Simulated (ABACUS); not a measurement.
**GaN in ABACUS: the effect of functional**

GaN:

```
Ga N
1.0
     0.00000    2.29770    2.29770
     2.29770    0.00000    2.29770
     2.29770    2.29770    0.00000
Ga N
1 1
Cartesian
  0.0000 0.0000 0.0000
  1.1488 1.1488 1.1488
```

The cell is a database's computed one.

The cell isn't the ideal one: volume scaled by 1.06.

Alike in all runs:

- Program: ABACUS 3.10.1
- Task: equation of state
- Potentials or basis: SG15 ONCV 1.2 PBE
- Cutoff: 1143 eV
- Density cutoff: 4572 eV
- Basis: plane waves
- k mesh: 7 × 7 × 7
- Occupations: fermi-dirac, width 0.05 eV
- Spin: no spin polarisation

Problem. One run gave: gap on the mesh 1.52 eV; pressure -1.1 GPa. Which functional did it use?
A. RPBE
B. TPSS
C. LDA
D. SCAN
E. PBEsol

Solution. A.

| functional | gap on the mesh (eV) | pressure (GPa) |
| --- | --- | --- |
| LDA | 1.16 | -13.5 |
| PBEsol | 1.28 | -9.4 |
| WC | 1.27 | -9.2 |
| RPBE | 1.52 | -1.1 |
| SCAN | 1.39 | -11.8 |
| TPSS | 1.38 | -5.9 |

Caveats: the potentials were made for another functional, which shifts forces and pressure.

Runs at the PBE level aren't shown here.
